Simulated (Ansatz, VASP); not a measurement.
**One calculation of GaAs, two programs**

```xyz
2
Lattice="0.0000 2.7623 2.7623 2.7623 0.0000 2.7623 2.7623 2.7623 0.0000" Properties=species:S:1:pos:R:3 pbc="T T T"
Ga    0.0000    0.0000    0.0000
As    1.3811    1.3811    1.3811
```

Change from the starting cell: hydrostatic strain -2.5%.

Alike in both runs: task single point; functional PBE; k mesh 8 × 8 × 8; occupations fermi-dirac, width 0.02 eV; no spin polarisation.

```csv
,VASP,Ansatz
version,VASP 6.6.1,Ansatz 0.2.0
potentials or method,"VASP PAW PBE potentials, release 64 (Ga_d, As)","plane waves, PAW"
plane-wave cutoff (eV),520,420
valence electrons in the cell,18,28
```

|  | VASP | Ansatz | Ansatz less VASP |
| --- | --- | --- | --- |
| gap on the k mesh at the Fermi level (eV) | 1.06 | 1.05 | -0.008 |
| pressure (GPa) | 9.6 | 9.4 | -0.23 |

With one functional, cell and mesh, what is left measures potentials, basis and numerics. The two sets of potentials don't hold the same shells in valence.

A k mesh can miss the band edges.
